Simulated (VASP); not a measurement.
# C3H4 in VASP: notebook

One molecule, C3H4, is run at these levels: PBE+D3(BJ), PBE, RPBE, RPBE+D3(BJ); tasks: relaxation of the atoms, single point.

All numbers are computed with VASP 6.6.1; they aren't measurements. Logs are shortened: lines on timing, memory, paths and dates and some standing lists are left out, and cuts for length are marked.

## Step 1: The structure

The cell holds a molecule in a box, 7 atoms: a = 14.193 Å, b = 14.693 Å, c = 15.193 Å, α = 90.00°, β = 90.00°, γ = 90.00°.

## Step 2: Relaxation of the atoms, PBE+D3(BJ)

The input, INCAR:

```
SYSTEM = H4C3
PREC = Accurate ; ENCUT = 400
EDIFF = 1E-6 ; ISMEAR = 0
SIGMA = 0.01 ; LREAL = .False.
LASPH = .True. ; NELM = 100
ALGO = Normal ; ISIF = 2
LWAVE = .False. ; LCHARG = .False.
GGA = PE ; IVDW = 12
IBRION = 2 ; NSW = 120
EDIFFG = -0.03 ; ISYM = 0
```

The input, KPOINTS:

```
regular mesh
0
Gamma
  1 1 1
  0 0 0
```

The input, POSCAR:

```
H4C3
1.0
   14.1932882215      0.0000000000      0.0000000000
    0.0000000000     14.6932882215      0.0000000000
    0.0000000000      0.0000000000     15.1932882215
C H
3 4
Selective dynamics
Direct
    0.4283722568      0.5003021098      0.5888092643  F F F
    0.4790789752      0.5024441644      0.5259622827  T T T
    0.5403337603      0.5051299418      0.4500015862  T T T
    0.3839200292      0.4984439373      0.6439008615  T T T
    0.5398195171      0.5730782506      0.4212480140  T T T
    0.5163311150      0.4563804818      0.4008140347  T T T
    0.6121443464      0.4880415141      0.4692639566  T T T
```

Potentials or basis: VASP PAW PBE potentials, release 64 (C, H).

Launch:

```bash
> cat potpaw_PBE.64/C/POTCAR potpaw_PBE.64/H/POTCAR > POTCAR
> mpirun -np 4 vasp_gam > vasp.out
```

OUTCAR:

```text
SYSTEM = H4C3
   PREC = Accurate
   ENCUT = 400
   EDIFF = 1E-6
   ISMEAR = 0
   LREAL = .False.
   LASPH = .True.
   NELM = 100
   ISIF = 2
   GGA = PE
   IVDW = 12
   IBRION = 2
   NSW = 120
   EDIFFG = -0.03
   ISYM = 0
 IVDW          = 12

 ion  position               nearest neighbor table
   1  0.428  0.500  0.589-   4 1.05   2 1.20
   2  0.479  0.502  0.526-   1 1.20   3 1.45
   3  0.540  0.505  0.450-   7 1.09   6 1.09   5 1.09   2 1.45
   4  0.384  0.498  0.644-   1 1.05
   5  0.540  0.573  0.421-   3 1.09
   6  0.516  0.456  0.401-   3 1.09
   7  0.612  0.488  0.469-   3 1.09

IMPORTANT INFORMATION: All symmetrisations will be switched off!
NOSYMM: (Re-)initialisation of all symmetry stuff for point group C_1.

----------------------------------------------------------------------------------------

                                     Primitive cell

  volume of cell :    3168.5006

  direct lattice vectors                    reciprocal lattice vectors
    14.193288221  0.000000000  0.000000000     0.070455837  0.000000000  0.000000000
     0.000000000 14.693288221  0.000000000     0.000000000  0.068058285  0.000000000
     0.000000000  0.000000000 15.193288221     0.000000000  0.000000000  0.065818537

  length of vectors
    14.193288221 14.693288221 15.193288221     0.070455837  0.068058285  0.065818537

  position of ions in fractional coordinates (direct lattice)
     0.428372257  0.500302110  0.588809264
     0.479078975  0.502444164  0.525962283
     0.540333760  0.505129942  0.450001586
     0.383920029  0.498443937  0.643900862
     0.539819517  0.573078251  0.421248014
     0.516331115  0.456380482  0.400814035
     0.612144346  0.488041514  0.469263957

  ion indices of the primitive-cell ions
   primitive index   ion index
                 1           1
                 2           2
                 3           3
                 4           4
                 5           5
                 6           6
                 7           7

----------------------------------------------------------------------------------------

 KPOINTS: regular mesh

Automatic generation of k-mesh.
 Grid dimensions read from file:
 generate k-points for:    1    1    1

 Generating k-lattice:

  Cartesian coordinates                     Fractional coordinates (reciprocal lattice)
     0.070455837  0.000000000  0.000000000     1.000000000  0.000000000  0.000000000
     0.000000000  0.068058285  0.000000000     0.000000000  1.000000000  0.000000000
     0.000000000  0.000000000  0.065818537     0.000000000  0.000000000  1.000000000

  Length of vectors
     0.070455837  0.068058285  0.065818537

  Shift w.r.t. Gamma in fractional coordinates (k-lattice)
     0.000000000  0.000000000  0.000000000

 Subroutine IBZKPT returns following result:
 ===========================================

 Found      1 irreducible k-points:

 Following reciprocal coordinates:
            Coordinates               Weight
  0.000000  0.000000  0.000000      1.000000
   k-points           NKPTS =      1   k-points in BZ     NKDIM =      1   number of bands    NBANDS=     12
   number of dos      NEDOS =    301   number of ions     NIONS =      7
   total plane-waves  NPLWV = 921600
   dimension x,y,z NGX =    96 NGY =   96 NGZ =  100
   dimension x,y,z NGXF=   192 NGYF=  192 NGZF=  200
   ions per type =               3   4
   NGX,Y,Z   is equivalent  to a cutoff of  11.24, 10.86, 10.94 a.u.
   NGXF,Y,Z  is equivalent  to a cutoff of  22.49, 21.72, 21.88 a.u.
 SYSTEM =  H4C3
   PREC   = accura    normal or accurate (medium, high low for compatibility)
   ISTART =      0    job   : 0-new  1-cont  2-samecut
   ICHARG =      2    charge: 1-file 2-atom 10-const
   ISPIN  =      1    spin polarized calculation?
   LNONCOLLINEAR =      F non collinear calculations
   LSORBIT =      F    spin-orbit coupling
   LASPH  =      T    aspherical Exc in radial PAW
   ENCUT  =  400.0 eV  29.40 Ry    5.42 a.u.  23.15 23.96 24.78*2*pi/ulx,y,z
   NELM   =    100;   NELMIN=  2; NELMDL= -5     # of ELM steps
   EDIFF  = 0.1E-05   stopping-criterion for ELM
   LREAL  =      F    real-space projection
   EDIFFG = -.3E-01   stopping-criterion for IOM
   NSW    =    120    number of steps for IOM
   IBRION =      2    ionic relax: 0-MD 1-quasi-New 2-CG
   NFREE  =      1    steps in history (QN), initial steepest desc. (CG)
   ISIF   =      2    stress and relaxation
   ISYM   =      0    0-nonsym 1-usesym 2-fastsym
   POTIM  = 0.5000    time-step for ionic-motion
   TEBEG  =    0.0;   TEEND  =   0.0 temperature during run
   PSTRESS=    0.0 pullay stress
   NELECT =      16.0000    total number of electrons
   NUPDOWN=      -1.0000    fix difference up-down
   EMIN   =  10.00;   EMAX   =-10.00  energy-range for DOS
   EFERMI =   0.00;   METHOD = LEGACY
   ISMEAR =     0;   SIGMA  =   0.01  broadening in eV -4-tet -1-fermi 0-gaus
   EFERMI_NEDOS =   21; number of points for ismear=-14 and -15
   IALGO  =     38    algorithm
   IMIX   =      4    mixing-type and parameters
     AMIX     =   0.40;   BMIX     =  1.00
     AMIX_MAG =   1.60;   BMIX_MAG =  1.00
  volume/ion in A,a.u.               =     452.64      3054.59
  Fermi-wavevector in a.u.,A,eV,Ry     =   0.280865  0.530757  1.073294  0.078885
  Thomas-Fermi vector in A             =   1.130062
   LORBIT       =      0    0 simple, 1 ext, 2 COOP (PROOUT), +10 PAW based schemes
   GGA     = PE    functional components
   LHFCALC =     F    Hartree Fock is set to
   AEXX    =    0.0000 exact exchange contribution
   IVDW    =    12    specifies the selected vdW correction
   LEPSILON=     F    determine dielectric tensor
   LRPA    =     F    only Hartree local field effects (RPA)
 conjugate gradient relaxation of ions
 non-spin polarized calculation
 Gauss-broadening in eV      SIGMA  =   0.01
  energy-cutoff  :      400.00
  volume of cell :     3168.50
 maximum number of plane-waves:     28781
 NGX is ok and might be reduce to    96
   NGX = 47   NGY = 47   NGZ = 49

--------------------------------------- Ionic step        1  -------------------------------------------

 number of electron      16.0000002 magnetization

 Free energy of the ion-electron system (eV)
  ---------------------------------------------------
  ext. energy  EPLUGINS =         0.00000000
  ---------------------------------------------------
  free energy    TOTEN  =       -39.79688695 eV

  energy without entropy =      -39.79688695  energy(sigma->0) =      -39.79688695

------------------------ aborting loop because EDIFF is reached ----------------------------------------

 Edisp (eV)   -0.09187

 E8    (eV) :    -0.0266

  FORCE on cell =-STRESS in cart. coord.  units (eV):
  Direction    XX          YY          ZZ          XY          YZ          ZX
  --------------------------------------------------------------------------------------
  -------------------------------------------------------------------------------------
  Total       0.88696    -0.28041     1.77614     0.05152    -0.06918    -1.54585
  in kB       0.44850    -0.14179     0.89812     0.02605    -0.03498    -0.78167
  external pressure =        0.40 kB  Pullay stress =        0.00 kB
[... 112 lines left out ...]
  FREE ENERGIE OF THE ION-ELECTRON SYSTEM (eV)
  ---------------------------------------------------
  free  energy   TOTEN  =       -39.9011421829 eV

  energy  without entropy=      -39.9011421829  energy(sigma->0) =      -39.90114218

[... ionic steps 4 to 12 ...]

--------------------------------------- Ionic step       13  -------------------------------------------

 number of electron      16.0000004 magnetization

------------------------ aborting loop because EDIFF is reached ----------------------------------------

 Edisp (eV)   -0.09120

 E8    (eV) :    -0.0265
[... 79 lines left out ...]
  energy  without entropy=      -39.9192935548  energy(sigma->0) =      -39.91929355

--------------------------------------- Ionic step       15  -------------------------------------------

 number of electron      16.0000004 magnetization

 Free energy of the ion-electron system (eV)
  ---------------------------------------------------
  ext. energy  EPLUGINS =         0.00000000
  ---------------------------------------------------
  free energy    TOTEN  =       -39.82810878 eV

  energy without entropy =      -39.82810878  energy(sigma->0) =      -39.82810878

 E-fermi :  -6.3134     XC(G=0):  -0.3747

 val. band max:       -6.4078414505   @ k =   0.0000   0.0000   0.0000
 cond. band min:      -0.4733156684   @ k =   0.0000   0.0000   0.0000
 fundamental gap:      5.9345257820
 Fermi energy:        -6.3134158081

 k-point     1 :       0.0000    0.0000    0.0000
  band No.  band energies     occupation
      1     -19.2539      2.00000
      2     -17.1914      2.00000
      3     -12.8518      2.00000
      4     -11.0461      2.00000
      5     -10.4859      2.00000
      6     -10.4854      2.00000
      7      -6.4084      2.00000
      8      -6.4078      2.00000
      9      -0.4733      0.00000
     10       0.0064      0.00000
     11       0.0223      0.00000
     12       0.1787      0.00000
[... 36 lines left out ...]
  FREE ENERGIE OF THE ION-ELECTRON SYSTEM (eV)
  ---------------------------------------------------
  free  energy   TOTEN  =       -39.9193049105 eV

  energy  without entropy=      -39.9193049105  energy(sigma->0) =      -39.91930491

 reached required accuracy - stopping structural energy minimisation
```

It took 3.4 min on 4 MPI ranks of AMD EPYC 9R45 (Zen 5), shared host; peak memory 0.55 GiB.

What came out:

```
Free energy                     : -39.9193 eV
Energy gained by relaxing       : 4.4 meV/atom
Ionic steps                     : 15
Gap between the frontier levels : 5.93 eV
Dispersion energy per atom      : -0.013 eV
```

The path:
| step | energy change (eV) | largest force (eV/Å) | pressure (GPa) |
| --- | --- | --- | --- |
| 1 | 0.0000 | 1.1252 | 0.04 |
| 2 | 0.1637 | 6.5580 | -0.06 |
| 3 | -0.0124 | 0.5342 | 0.02 |
| 4 | -0.0138 | 1.7546 | -0.02 |
| 5 | -0.0207 | 0.8591 | -0.01 |
| 6 | -0.0243 | 0.4716 | -0.02 |
| 7 | -0.0254 | 0.2499 | -0.03 |
| 8 | -0.0272 | 0.2367 | -0.03 |
| 9 | -0.0275 | 0.3286 | -0.03 |
| 10 | -0.0289 | 0.1192 | -0.03 |
| 11 | -0.0293 | 0.1370 | -0.04 |
| 12 | -0.0299 | 0.0949 | -0.04 |
| 13 | -0.0305 | 0.0473 | -0.03 |
| 14 | -0.0305 | 0.0562 | -0.03 |
| 15 | -0.0305 | 0.0184 | -0.03 |

Final structure:
```
CELL_PARAMETERS angstrom
14.19329 0.00000 0.00000
0.00000 14.69329 0.00000
0.00000 0.00000 15.19329
ATOMIC_POSITIONS crystal
C 0.42837 0.50030 0.58881
C 0.47970 0.50249 0.52519
C 0.54126 0.50518 0.44886
H 0.38304 0.49838 0.64501
H 0.54171 0.57335 0.41881
H 0.51814 0.45633 0.39834
H 0.61422 0.48807 0.46700
```

Caveat: the cutoff is under 1.25 times the usual one of these potentials, so pressure, stress and relaxed cells hold a basis-set (Pulay) error; the standard files for N, O and F lose accuracy on very short bonds. PBE gaps usually lie below the measured ones, often by a third to a half.

## Step 3: Single point, PBE

The input, INCAR:

```
PREC = Accurate ; ENCUT = 400
EDIFF = 1E-6 ; ISMEAR = 0
SIGMA = 0.01 ; LREAL = False
LASPH = True ; NELM = 100
ALGO = Normal ; ISIF = 2
LWAVE = False ; LCHARG = False
GGA = PE ; NBANDS = 17
ISYM = 0
```

The input, KPOINTS:

```
regular mesh
0
Gamma
  1 1 1
```

The input, POSCAR:

```
H4C3                                    
1.0
   14.1932882215      0.0000000000      0.0000000000
    0.0000000000     14.6932882215      0.0000000000
    0.0000000000      0.0000000000     15.1932882215
  C               H             
     3     4
Selective dynamics
Direct
     0.4283722568000030    0.5003021098000033    0.5888092642999965   F   F   F
     0.4797024680509985    0.5024928116834171    0.5251943961518177   T   T   T
     0.5412551166375914    0.5051765132198800    0.4488610420483469   T   T   T
     0.3830355647904786    0.4983833092839396    0.6450084992641895   T   T   T
     0.5417121895066972    0.5733550684305678    0.4188136608371473   T   T   T
     0.5181423883288152    0.4563259683520507    0.3983415548913434   T   T   T
     0.6142235348573188    0.4880677899752340    0.4670002067671631   T   T   T
```

Potentials or basis: VASP PAW PBE potentials, release 64 (C, H).

Launch:

```bash
> cat potpaw_PBE.64/C/POTCAR potpaw_PBE.64/H/POTCAR > POTCAR
> mpirun -np 4 vasp_gam > vasp.out
```

OUTCAR:

```text
PREC = Accurate
   ENCUT = 400
   EDIFF = 1E-6
   ISMEAR = 0
   LREAL = False
   LASPH = True
   NELM = 100
   ISIF = 2
   GGA = PE
   ISYM = 0

 ion  position               nearest neighbor table
   1  0.428  0.500  0.589-   4 1.07   2 1.21
   2  0.480  0.502  0.525-   1 1.21   3 1.45
   3  0.541  0.505  0.449-   7 1.10   6 1.10   5 1.10   2 1.45
   4  0.383  0.498  0.645-   1 1.07
   5  0.542  0.573  0.419-   3 1.10
   6  0.518  0.456  0.398-   3 1.10
   7  0.614  0.488  0.467-   3 1.10

IMPORTANT INFORMATION: All symmetrisations will be switched off!
NOSYMM: (Re-)initialisation of all symmetry stuff for point group C_1.

----------------------------------------------------------------------------------------

                                     Primitive cell

  volume of cell :    3168.5006

  direct lattice vectors                    reciprocal lattice vectors
    14.193288221  0.000000000  0.000000000     0.070455837  0.000000000  0.000000000
     0.000000000 14.693288221  0.000000000     0.000000000  0.068058285  0.000000000
     0.000000000  0.000000000 15.193288221     0.000000000  0.000000000  0.065818537

  length of vectors
    14.193288221 14.693288221 15.193288221     0.070455837  0.068058285  0.065818537

  position of ions in fractional coordinates (direct lattice)
     0.428372257  0.500302110  0.588809264
     0.479702468  0.502492812  0.525194396
     0.541255117  0.505176513  0.448861042
     0.383035565  0.498383309  0.645008499
     0.541712190  0.573355068  0.418813661
     0.518142388  0.456325968  0.398341555
     0.614223535  0.488067790  0.467000207

  ion indices of the primitive-cell ions
   primitive index   ion index
                 1           1
                 2           2
                 3           3
                 4           4
[... 71 lines left out ...]
     AMIX_MAG =   1.60;   BMIX_MAG =  1.00
  volume/ion in A,a.u.               =     452.64      3054.59
  Fermi-wavevector in a.u.,A,eV,Ry     =   0.280865  0.530757  1.073294  0.078885
  Thomas-Fermi vector in A             =   1.130062
   LORBIT       =      0    0 simple, 1 ext, 2 COOP (PROOUT), +10 PAW based schemes
   GGA     = PE    functional components
   LHFCALC =     F    Hartree Fock is set to
   AEXX    =    0.0000 exact exchange contribution
   IVDW    =     0    specifies the selected vdW correction
   LEPSILON=     F    determine dielectric tensor
   LRPA    =     F    only Hartree local field effects (RPA)
 non-spin polarized calculation
 Gauss-broadening in eV      SIGMA  =   0.01
  energy-cutoff  :      400.00
  volume of cell :     3168.50
 maximum number of plane-waves:     28781
 NGX is ok and might be reduce to    96
   NGX = 47   NGY = 47   NGZ = 49

 number of electron      16.0000004 magnetization

 Free energy of the ion-electron system (eV)
  ---------------------------------------------------
  ext. energy  EPLUGINS =         0.00000000
  ---------------------------------------------------
  free energy    TOTEN  =       -39.82810777 eV

  energy without entropy =      -39.82810777  energy(sigma->0) =      -39.82810777

 E-fermi :  -6.3184     XC(G=0):  -0.3824

 val. band max:       -6.4079875087   @ k =   0.0000   0.0000   0.0000
 cond. band min:      -0.4739115992   @ k =   0.0000   0.0000   0.0000
 fundamental gap:      5.9340759095
 Fermi energy:        -6.3184458368

 k-point     1 :       0.0000    0.0000    0.0000
  band No.  band energies     occupation
      1     -19.2538      2.00000
      2     -17.1914      2.00000
      3     -12.8519      2.00000
      4     -11.0460      2.00000
      5     -10.4856      2.00000
      6     -10.4852      2.00000
[... 12 lines left out ...]
     19       1.0539      0.00000
     20       1.0662      0.00000

------------------------ aborting loop because EDIFF is reached ----------------------------------------

  FORCE on cell =-STRESS in cart. coord.  units (eV):
  Direction    XX          YY          ZZ          XY          YZ          ZX
  --------------------------------------------------------------------------------------
  -------------------------------------------------------------------------------------
  Total       -0.6434943     -0.7022394     -0.6039655      0.0029812     -0.0040351     -0.0700967
  in kB       -0.3253880     -0.3550929     -0.3053999      0.0015075     -0.0020404     -0.0354449
  external PRESSURE =      -0.3286269 kB  Pullay stress =       0.0000000 kB

 VOLUME and BASIS-vectors are now :
 -----------------------------------------------------------------------------
  energy-cutoff  :      400.00
  volume of cell :     3168.50
      direct lattice vectors                 reciprocal lattice vectors
    14.193288221  0.000000000  0.000000000     0.070455837  0.000000000  0.000000000
     0.000000000 14.693288221  0.000000000     0.000000000  0.068058285  0.000000000
     0.000000000  0.000000000 15.193288221     0.000000000  0.000000000  0.065818537

 POSITION                                       TOTAL-FORCE (eV/Angst)
 -----------------------------------------------------------------------------------
      6.08001      7.35108      8.94595         0.004538     -0.000014     -0.006431
      6.80856      7.38327      7.97943        -0.003626      0.000399      0.004275
      7.68219      7.42270      6.81968         0.003012      0.001635     -0.009439
      5.43653      7.32289      9.79980        -0.006333     -0.000984      0.008713
      7.68868      8.42447      6.36316         0.001247     -0.003259      0.000560
      7.35414      6.70493      6.05212         0.001273      0.002158      0.002383
      8.71785      7.17132      7.09527        -0.000111      0.000066     -0.000061
 -----------------------------------------------------------------------------------
    total drift:                               -0.000225     -0.000327      0.000225

  FREE ENERGIE OF THE ION-ELECTRON SYSTEM (eV)
  ---------------------------------------------------
  free  energy   TOTEN  =       -39.8281077731 eV

  energy  without entropy=      -39.8281077731  energy(sigma->0) =      -39.82810777
```

It took 35 s on 4 MPI ranks of AMD EPYC 9R45 (Zen 5), shared host; peak memory 0.53 GiB.

Results:

```yaml
Free_energy: -39.8281 eV
Largest_force: 0.011 eV/Å
Gap_between_the_frontier_levels: 5.93 eV
```

Forces in eV/Å, atoms in the order of the input:
```
C    0.005  0.000 -0.006
C   -0.004  0.000  0.004
C    0.003  0.002 -0.009
H   -0.006 -0.001  0.009
H    0.001 -0.003  0.001
H    0.001  0.002  0.002
H    0.000  0.000  0.000
```

Levels at points of the mesh, in eV from the valence-band top:
```csv
k point,band 6,band 7,band 8,band 9,band 10,band 11
"(0.00, 0.00, 0.00)",-4.08,0.00,0.00,5.93,6.41,6.43
```

Caveat: the cutoff is under 1.25 times the usual one of these potentials, so pressure, stress and relaxed cells hold a basis-set (Pulay) error; the standard files for N, O and F lose accuracy on very short bonds. Expect the measured gap to be larger: semilocal functionals such as PBE lack the derivative discontinuity.

(Continued in part 2 of 2.)
